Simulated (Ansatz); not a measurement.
This cell of AlSb (zinc blende) is off equilibrium:

```yaml
crystal:
  lattice:
    - [0.00000, 2.97228, 2.97228]
    - [2.97228, 0.00000, 2.97228]
    - [2.97228, 2.97228, 0.00000]
  atoms:
    - { symbol: Sb, position: [0.75000, 0.75000, 0.75000] }
    - { symbol: Al, position: [0.00000, 0.00000, 0.00000] }
```

Computed with PBEsol (plane waves to 420 eV, PAW, scalar-relativistic; Ansatz, a first-principles code). k mesh 13×13×13 (Γ-centred), Fermi-Dirac smearing 0.05 eV. E stands for the smeared free energy. Compression counts positive. AlSb was relaxed with its symmetry unable to fall. Spin-orbit coupling is left out, though Sb is heavy.

Give the stress tensor in GPa and the pressure.


```
   7.14     0.00     0.00
   0.00     7.14     0.00
   0.00     0.00     7.14
```
The pressure, a third of the trace, is 7.14 GPa.

It is the relaxed cell scaled evenly to V/V₀ = 0.900, atoms relaxed where free. What is its energy relative to the relaxed cell?

59.3 meV/atom.

(A scan under strain: stresses follow from slopes of the energy per volume, elastic moduli from its curvatures.)
